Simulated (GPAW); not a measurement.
TiC:

```xyz
2
Lattice="0.0000 2.1657 2.1657 2.1657 0.0000 2.1657 2.1657 2.1657 0.0000" Properties=species:S:1:pos:R:3 pbc="T T T"
Ti    0.0000    0.0000    0.0000
C     2.1657    2.1657    2.1657
```

The cell is a database's computed one.

* Program: GPAW 26.7.0
* Task: relaxation of cell and atoms
* Functional: PBEsol
* Potentials or basis: PAW data sets generated in the run's folder for this functional
* Cutoff: 800 eV
* Basis: pw
* k mesh: 11 × 11 × 11
* Occupations: fermi-dirac, width 0.05 eV
* Spin: no spin polarisation

At the start: pressure -5.9 GPa; volume 10.16 Å³/atom.

Problem. How do energy, volume and symmetry change on relaxing?

Solution. Over 3 steps the energy falls by 3.4 meV/atom and the volume is 9.93 Å³/atom (-2.3 %); space group Fm-3m (No. 225, to 0.05 Å).

The path:
```csv
step,energy change (eV),largest force (eV/Å),pressure (GPa),volume (Å³)
1,0.0000,0.0000,-5.85,20.32
2,-0.0043,0.0000,-3.87,20.16
3,-0.0069,0.0000,0.09,19.85
```

Final structure:
```
CELL_PARAMETERS angstrom
0.00000 2.14910 2.14910
2.14910 0.00000 2.14910
2.14910 2.14910 0.00000
ATOMIC_POSITIONS crystal
Ti 0.00000 0.00000 0.00000
C 0.50000 0.50000 0.50000
```

Caveat: later steps reuse the first step's grids.
